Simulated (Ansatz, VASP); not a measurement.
# Cross-check of CdSe (Cadmoselite) between VASP and Ansatz

Aim: how closely do two programs agree when they are given the same cell, functional and k mesh? The cell is taken from a series of runs on this material, whose earlier steps may have relaxed or scaled it; both programs get it as it stands.

Program: Ansatz 0.2.0. Level of theory: plane waves, with VASP 6.6.1 beside it; single point at PBEsol. Results are calculated unless marked as measured.

## Step 1: The starting structure

Symmetry: P6_3mc, No. 186, hexagonal system. The conventional cell has a = 4.300 Å, b = 4.300 Å, c = 7.020 Å, α = 90.00°, β = 90.00°, γ = 120.00°. Nearest to Cd lie 4 Se at 2.61 to 2.70 Å. Nearest to Se lie 4 Cd at 2.61 to 2.70 Å. Farther neighbours and most contacts between anions are not listed.

As a file:

```xyz
4
Lattice="4.3000 0.0000 0.0000 -2.1500 3.7239 0.0000 0.0000 0.0000 7.0200" Properties=species:S:1:pos:R:3 pbc="T T T"
Cd    2.1500    1.2413    3.5100
Cd    0.0000    2.4826    0.0000
Se    2.1500    1.2413    6.2127
Se    0.0000    2.4826    2.7027
```

## Step 2: VASP: single point, PBEsol

A single point gives forces, pressure and levels at one fixed geometry, so differences don't come from the geometry; what else differs is listed under the comparison.

Lines of VASP's logs that name or quote its potential files are left out, and so is its time.

INCAR

```
SYSTEM = CdSe
PREC = Accurate
ENCUT = 400
EDIFF = 1E-06
NELM = 100
ISMEAR = -1
SIGMA = 0.05
LREAL = .FALSE.
ALGO = Normal
GGA = PS
NBANDS = 24
LORBIT = 11
LWAVE = .FALSE.
LCHARG = .FALSE.
KPAR = 2
ISIF = 2
```

POSCAR

```
CdSe
1.0
    4.3000000000      0.0000000000      0.0000000000
   -2.1500000000      3.7239092363      0.0000000000
    0.0000000000      0.0000000000      7.0200000000
Cd Se
2 2
Direct
    0.6666666667      0.3333333333      0.5000000000
    0.3333333333      0.6666666667      0.0000000000
    0.6666666667      0.3333333333      0.8850000000
    0.3333333333      0.6666666667      0.3850000000
```

KPOINTS

```
Automatic mesh
0
Gamma
6 6 3
0 0 0
```

The projector-augmented-wave data sets are Cd and Se (PBE family, release 64).

Launch:

```
$ mpirun -np 2 vasp_std
```

Numbers of over 12 decimals in the logs are rounded to 6 here.

What it wrote:

```text
[banner, memory and clock lines left out]
running    2 mpi-ranks, on    1 nodes
 distrk:  each k-point on    1 cores,    2 groups
 distr:  one band on    1 cores,    1 groups

 POSCAR found type information on POSCAR CdSe
 POSCAR found :  2 types and       4 ions
|                                                                             |
|               ----> ADVICE to this user running VASP <----                  |
|                                                                             |
|     You enforced a specific xc type in the INCAR file but a different       |
|     [... a line on the potential file left out ...]
|     I HOPE YOU KNOW WHAT YOU ARE DOING!                                     |
|                                                                             |

 LDA part: xc-table for (Slater+PW92), standard interpolation
 POSCAR, INCAR and KPOINTS ok, starting setup
 FFT: planning ... GRIDC
 FFT: planning ... GRID_SOFT
 FFT: planning ... GRID
 WAVECAR not read
 entering main loop
       N       E                     dE             d eps       ncg     rms          rms(c)
DAV:   1     0.209071719826E+03    0.20907E+03   -0.15119E+04   672   0.110E+03
DAV:   2    -0.289364123122E+01   -0.21197E+03   -0.20715E+03   760   0.302E+02
DAV:   3    -0.130204029165E+02   -0.10127E+02   -0.10095E+02   840   0.676E+01
DAV:   4    -0.130875067691E+02   -0.67104E-01   -0.67090E-01   720   0.533E+00
DAV:   5    -0.130880295921E+02   -0.52282E-03   -0.52277E-03   864   0.428E-01    0.855E+00
DAV:   6    -0.123623371675E+02    0.72569E+00   -0.15440E+00   864   0.131E+01    0.680E+00
DAV:   7    -0.123245127470E+02    0.37824E-01   -0.53020E-01   768   0.393E+00    0.282E+00
DAV:   8    -0.123205016205E+02    0.40111E-02   -0.60144E-02   728   0.266E+00    0.358E-01
DAV:   9    -0.123199057517E+02    0.59587E-03   -0.82315E-03   784   0.113E+00    0.111E-01
DAV:  10    -0.123199471227E+02   -0.41371E-04   -0.80055E-04   744   0.311E-01    0.638E-02
DAV:  11    -0.123200105456E+02   -0.63423E-04   -0.17712E-04   728   0.945E-02    0.231E-02
DAV:  12    -0.123199960641E+02    0.14481E-04   -0.77077E-05   824   0.960E-02    0.848E-03
DAV:  13    -0.123199985120E+02   -0.24479E-05   -0.11193E-05   760   0.188E-02    0.757E-03
DAV:  14    -0.123199977930E+02    0.71897E-06   -0.20978E-06   640   0.111E-02
   1 F= -.12319998E+02 E0= -.12319962E+02  d E =-.708642E-04
```

OUTCAR, selected parts (step 2):

```text
ion  position               nearest neighbor table
   1  0.667  0.333  0.500-   4 2.61   4 2.61   4 2.61   3 2.70
   2  0.333  0.667  0.000-   3 2.61   3 2.61   3 2.61   4 2.70
   3  0.667  0.333  0.885-   2 2.61   2 2.61   2 2.61   1 2.70
   4  0.333  0.667  0.385-   1 2.61   1 2.61   1 2.61   2 2.70

  LATTYP: Found a hexagonal cell.
 ALAT       =     4.3000000000
 C/A-ratio  =     1.6325581395

 Subroutine GETGRP returns: Found 12 space group operations
 (whereof  6 operations were pure point group operations)

The static configuration has the point symmetry C_3v.
 The point group associated with its full space group is C_6v.

 Found     14 irreducible k-points:

   k-points           NKPTS =     14   k-points in BZ     NKDIM =     14   number of bands    NBANDS=     24

   dimension x,y,z NGX =    28 NGY =   28 NGZ =   48
   dimension x,y,z NGXF=    56 NGYF=   56 NGZF=   96

   ENCUT  =  400.0 eV  29.40 Ry    5.42 a.u.   7.01  7.01 11.45*2*pi/ulx,y,z

   NELECT =      36.0000    total number of electrons

 k-points in reciprocal lattice and weights: Automatic mesh
   0.00000000  0.00000000  0.00000000       0.009
   0.16666667 -0.00000000  0.00000000       0.056
   0.33333333 -0.00000000  0.00000000       0.056
   0.50000000 -0.00000000  0.00000000       0.028
   0.16666667  0.16666667  0.00000000       0.056
   0.33333333  0.16666667  0.00000000       0.111
   0.33333333  0.33333333  0.00000000       0.019
   0.00000000  0.00000000  0.33333333       0.019
   0.16666667 -0.00000000  0.33333333       0.111
[...]
0.33333333  0.16666667  0.33333333       0.222
   0.33333333  0.33333333  0.33333333       0.037

 average (electrostatic) potential at core
       1 -39.8831       2 -39.8831       3 -56.4134       4 -56.4134

 E-fermi :   1.1261

 k-point     1 :       0.0000    0.0000    0.0000
  band No.  band energies     occupation
    ...
     14       0.0806      2.00000
     15       0.0806      2.00000
     16       0.7989      1.99712
     17       0.8098      1.99643
     18       0.8098      1.99643
     19       1.3860      0.01098
     20       2.8189      0.00000
     21       6.6015      0.00000
     22       6.6015      0.00000
     23       6.8600      0.00000
    ...

 k-point     2 :       0.1667   -0.0000    0.0000
  band No.  band energies     occupation
    ...
     14      -1.0284      2.00000
     15      -0.6551      2.00000
     16      -0.2588      2.00000
     17       0.5903      1.99996
     18       0.6092      1.99994
     19       2.7433      0.00000
     20       3.8277      0.00000
     21       5.9850      0.00000
     22       6.9218      0.00000
     23       7.0325      0.00000
    ...

 k-point     3 :       0.3333   -0.0000    0.0000
  band No.  band energies     occupation
    ...
     14      -2.3182      2.00000
     15      -1.8787      2.00000
     16      -0.8253      2.00000
     17       0.0279      2.00000
     18       0.1663      2.00000
     19       3.7311      0.00000
     20       4.1260      0.00000
     21       5.8109      0.00000
     22       6.5606      0.00000
     23       7.4031      0.00000
    ...

  Total        0.5405777      0.5405777     -0.7960844      0.0000000      0.0000000      0.0000000
  in kB        7.7048471      7.7048471    -11.3465823      0.0000000      0.0000000      0.0000000
  external PRESSURE =       1.3543706 kB  Pullay stress =       0.0000000 kB

  energy-cutoff  :      400.00
  volume of cell :      112.41
      direct lattice vectors                 reciprocal lattice vectors
     4.300000000  0.000000000  0.000000000     0.232558140  0.134267504  0.000000000
    -2.150000000  3.723909236  0.000000000     0.000000000  0.268535009  0.000000000
     0.000000000  0.000000000  7.020000000     0.000000000  0.000000000  0.142450142

 POSITION                                       TOTAL-FORCE (eV/Angst)
 -----------------------------------------------------------------------------------
      2.15000      1.24130      3.51000        -0.000000      0.000000      0.275289
     -0.00000      2.48261      0.00000         0.000000     -0.000000      0.275289
      2.15000      1.24130      6.21270         0.000000     -0.000000     -0.275289
     -0.00000      2.48261      2.70270        -0.000000     -0.000000     -0.275289
 -----------------------------------------------------------------------------------
    total drift:                               -0.000000     -0.000000      0.000144

  FREE ENERGIE OF THE ION-ELECTRON SYSTEM (eV)
  ---------------------------------------------------
  free  energy   TOTEN  =       -12.3199977930 eV

  energy  without entropy=      -12.3199269288  energy(sigma->0) =      -12.31996236

 total charge
# of ion       s       p       d       tot
------------------------------------------
    1        0.448   0.318   9.547  10.314
    2        0.448   0.318   9.547  10.314
    3        1.445   2.382   0.023   3.849
    4        1.445   2.382   0.023   3.849
--------------------------------------------------
tot          3.786   5.400  19.140  28.326

[... 3 further parts left out ...]
```

The gap is read on the k-mesh alone, so it is an upper bound where the band edges lie off the mesh. The PAW data sets were made with PBE, which is usual practice but a small mismatch for other functionals.

## Step 3: Ansatz: single point, PBEsol

Ansatz runs on its default PAW (the set named soft_2) files.

The same cell, functional, mesh and smearing now go to Ansatz, which takes its cutoff from its data sets.

input.yaml

```yaml
crystal:
  lattice:
    - [4.3, 0.0, 0.0]
    - [-2.15, 3.7239092363, 0.0]
    - [0.0, 0.0, 7.02]
  atoms:
    - { symbol: Cd, position: [0.6666666667, 0.3333333333, 0.5] }
    - { symbol: Cd, position: [0.3333333333, 0.6666666667, 0.0] }
    - { symbol: Se, position: [0.6666666667, 0.3333333333, 0.885] }
    - { symbol: Se, position: [0.3333333333, 0.6666666667, 0.385] }
kpoints:
  mp_grid: { grid: [6, 6, 3] }
scf:
  occupations: { method: fermi_dirac, width: 0.05 }
hamiltonian:
  xc: pbesol
  pseudopotentials: { kind: paw }
output:
  forces: true
  stress: true
  populations: true
```

Launch:

```
$ ansatz run input.yaml --threads 8 --pin off --max-ram 20480MiB --backend cpu --events-out ev --progress --plain --runs-dir out
```

What it wrote:

```text
Engine: ansatz 0.2.0, aarch64-unknown-linux-gnu
Pseudopotentials: kind: paw
Pseudopotential: Cd, paw, valence charge 20, recommended cutoff 420 eV (normal), Cd.paw.azcp
Pseudopotential: Se, paw, valence charge 16, recommended cutoff 420 eV (normal), Se.paw.azcp
Functional definition: PBEsol
  exchange = pbesol_x
  correlation = pbesol_c
Crystal: 4 atoms, lattice volume = 112.410 Å³
Basis set: ecut = 420 eV, 2189 PW (Γ), exchange–correlation on 60×60×96 points (8 copies of the dense FFT grid, shifted against one another)
Bands: 44, of which v1, the nominal top of the filled ones, is band 36 counted from 1 (35 counted from 0)
Symmetry: 12 space group operations
Space group: P63mc (ITA 186), of the structure as read, at distance tolerance 4.8e-5 Å
k-points: 14 of 108 (time reversal used)
Non-local potential: Cd, projectors of the file, l = 0: 3, l = 1: 2, l = 2: 2, l = 3: 1
Non-local potential: Se, projectors of the file, l = 0: 2, l = 1: 2, l = 2: 3, l = 3: 1
PAW form: soft (Blöchl's): semilocal exchange-correlation on the pseudo side does not see the compensation charge
PAW frozen core: Cd, regenerated for the run's functional, and the local potential with it (the file was generated under x = pbe(κ = 0.804, μ = 0.219515), c = pbe(β = 0.066725))
PAW frozen core: Se, regenerated for the run's functional, and the local potential with it (the file was generated under x = pbe(κ = 0.804, μ = 0.219515), c = pbe(β = 0.066725))
PAW one-centre angular grid: Cd, 590 points (default); XC on 64 Gauss nodes
PAW one-centre angular grid: Se, 590 points (default); XC on 64 Gauss nodes
Initial density: superposition of atomic densities (neutral atoms: chi_scale 0, normalization atom), corrected by the library's trained network
Initial wavefunctions: pseudopotential atomic-orbital guess
Functional: x = pbesol(κ = 0.804, μ = 0.123457), c = pbesol(β = 0.046)
SCF iter   1: F=—  HF=-27218.796671 eV  |F-HF|=—  |Δ(HF+E_count)|=         —  Δρ=4.17e-3  dr2=2.28e-2  ethr=1.77e-3  ⟨swp⟩=6.5  Hψ=2268  notcnv=0  defer=12
preconditioner: auto → Resta (q_TF=auto, 2.533 Å⁻¹)  ε∞=4.1  [insulator: Δε(μ)=0.537 eV  Ē_g=12.014 eV  σ=0.050 eV  W_gap=0.99  n_scr=34 (ndim 8)  ℏωp=21.0 eV  f_vac=0.201  D(μ)=0.01/eV (n_scr^D=0)  ε∞_Penn≈4.1]
SCF iter   2: F=—  HF=-27218.790877 eV  |F-HF|=—  |Δ(HF+E_count)|=   5.79e-3  Δρ=1.59e-3  dr2=4.28e-3  ethr=3.16e-5  ⟨swp⟩=2.0  Hψ=1018  notcnv=0  defer=33
SCF iter   3: F=—  HF=-27218.790123 eV  |F-HF|=—  |Δ(HF+E_count)|=   7.54e-4  Δρ=5.27e-4  dr2=4.53e-4  ethr=5.94e-6  ⟨swp⟩=2.0  Hψ=816  notcnv=0  defer=33
SCF iter   4: F=—  HF=-27218.790254 eV  |F-HF|=—  |Δ(HF+E_count)|=   1.31e-4  Δρ=1.66e-4  dr2=4.73e-5  ethr=6.29e-7  ⟨swp⟩=2.0  Hψ=826  notcnv=0  defer=33
SCF iter   5: F=—  HF=-27218.790372 eV  |F-HF|=—  |Δ(HF+E_count)|=   1.18e-4  Δρ=6.17e-5  dr2=4.72e-6  ethr=6.56e-8  ⟨swp⟩=2.0  Hψ=821  notcnv=0  defer=33
SCF iter   6: F=—  HF=-27218.790377 eV  |F-HF|=—  |Δ(HF+E_count)|=   5.26e-6  Δρ=2.34e-5  dr2=7.26e-7  ethr=6.55e-9  ⟨swp⟩=2.1  Hψ=1046  notcnv=0  defer=33
SCF iter   7: F=-27218.790378 eV  HF=-27218.790378 eV  |F-HF|=1.26e-7  |Δ(HF+E_count)|=   1.28e-6  Δρ=5.36e-6  dr2=4.84e-8  ethr=1.39e-10  ⟨swp⟩=7.4  Hψ=2771  notcnv=0
SCF 1 converged in 7 iterations: F = -27218.790378 eV  dr2 = 4.84e-8
  greatest PAW one-centre occupation: 1.000 electrons in one spin orbital (limit 2), on the Cd atom at site 1 (counted from 0), in its partial waves of l = 0
SCF converged after 7 iterations
Free energy (F): -27218.790378 eV
Harris-Foulkes:  -27218.790378 eV  (|F-HF|=1.26e-7)
Internal energy: -27218.790308 eV  (E = F + TS)
E sigma→0 (E₀):  -27218.790343 eV
Entropy (-TS):   -0.000071 eV (-0.018 meV/atom)
Fermi energy:    7.661949 eV
--- Per-component energies (eV) ---
  E_band       = -1788.602309
  E_kinetic    = 1247.273677
  E_local      = -12783.456464  (includes V_loc(G=0)·N_el)
  E_nonlocal   = -1112.134216
  E_hartree    = 6070.635787
  E_xc         = -557.153303
  E_vxc        = -637.717820  (∫ρ·V_xc dr)
  E_paw        = -11763.652682  (= ΣΔE_a)
  E_vpaw       = -643.848071  (= ΣTr[D̂ρ^β])
  E_aug_tail   = -0.001159  (compensation charges beyond the density's cutoff)
  E_ewald      = -8323.002769
  E_core_change = 2.700820  (= ΣΔE_core)
  E_smearing   = -0.000071  (= −TS)
  E_closure    = 0.000000  (closes the sum)
  Σ components = -27218.790378   (vs F -27218.790378, Δ=0.00e0)
--- Forces (eV/Å), atoms counted from 1 ---
  atom   1  Cd     0.00000000     0.00000000     0.26496258
  atom   2  Cd     0.00000000    -0.00000000     0.26496258
  atom   3  Se     0.00000000     0.00000000    -0.26494156
  atom   4  Se     0.00000000    -0.00000000    -0.26494156
  max |Σ_I F_I| component: 4.20e-5 eV/Å
--- Stress (GPa, compression-positive) ---
        0.771156       0.000000       0.000000
        0.000000       0.771156      -0.000000
        0.000000       0.000000      -1.049965
  P = ⅓ Tr σ = 0.1641 GPa (1.641 kbar)
--- Band table (eV; the first three rows and the last of 14) ---
  k-point 0: bands = [... 32 lower, 6.6199, 7.3335, 7.3457, 7.3457, 7.9222, 9.3617, 13.1563, 13.1563, ... 4 higher]
  k-point 1: bands = [... 32 lower, 6.7903, 6.7903, 7.1523, 7.1523, 9.2984, 9.5307, 12.8334, 13.3105, ... 4 higher]
  k-point 2: bands = [... 32 lower, 5.8864, 6.2820, 7.1270, 7.1449, 9.2752, 10.3674, 12.5279, 13.4697, ... 4 higher]
  k-point 13: bands = [... 32 lower, 4.5172, 5.1572, 6.0876, 6.0876, 11.3297, 11.3297, 12.3843, 13.5478, ... 4 higher]
--- Löwdin populations: 4 sites ---
  site symbol       q [e]
     0     Cd     18.7746
     1     Cd     18.7746
     2     Se     17.0272
     3     Se     17.0272
  spilling = 0.005505 (of n_electrons = 72.000000)
```

The run ends at a pressure of 0.16 GPa, with forces up to 0.26 eV/Å.

## Step 4: Differences

Known differences besides the PAW data sets themselves: the data sets hold 72 valence electrons in Ansatz (default PAW (the set named soft_2) files) and 36 in VASP; the cutoff is 420 eV in Ansatz and 400 eV in VASP; Ansatz makes its cores anew for this functional, VASP keeps those of its PBE data sets; VASP leaves aspherical gradient terms in its spheres out (LASPH is not set), Ansatz keeps them. Total energies have different zeros and are not compared.

Both answers:

```csv
quantity,Ansatz,VASP,difference
pressure (GPa),0.16,0.14,+0.03
gap on the k mesh (eV),0.577,0.576,0.000
```

Forces (eV/Å; atoms numbered as in POSCAR):

```csv
atom,"Ansatz x, y, z","VASP x, y, z"
Cd1,"0.000, 0.000, 0.265","0.000, 0.000, 0.275"
Cd2,"0.000, 0.000, 0.265","0.000, 0.000, 0.275"
Se3,"0.000, 0.000, -0.265","0.000, 0.000, -0.275"
Se4,"0.000, 0.000, -0.265","0.000, 0.000, -0.275"
```

The forces differ by 6.0 meV/Å r.m.s., which is 3.8 % of the r.m.s. force of 0.16 eV/Å (both taken over all components).

## Step 5: What came out

| Item | Value |
| --- | --- |
| r.m.s. force difference (single point, PBEsol) | 6.0 meV/Å |

**Reading.** The r.m.s. force difference is 6.0 meV/Å (single point, PBEsol), within the 12 meV/Å picked in this series as the mark of a large difference. Differences of this kind measure data sets and numerical settings, not the functional's error against experiment.

[Lines on the potential files, build, host, timing and source positions are cut from VASP's logs without a mark.]

[Logs are printed without paths, hosts, clocks, repeated set-up lines and the standing remarks that a program may print on its own settings, such as how far it seeks lower states.]

[Hosts, paths, dates, database ids (printed as entryN), source tags and the programs' standing remarks are cut or masked in the printed files.]
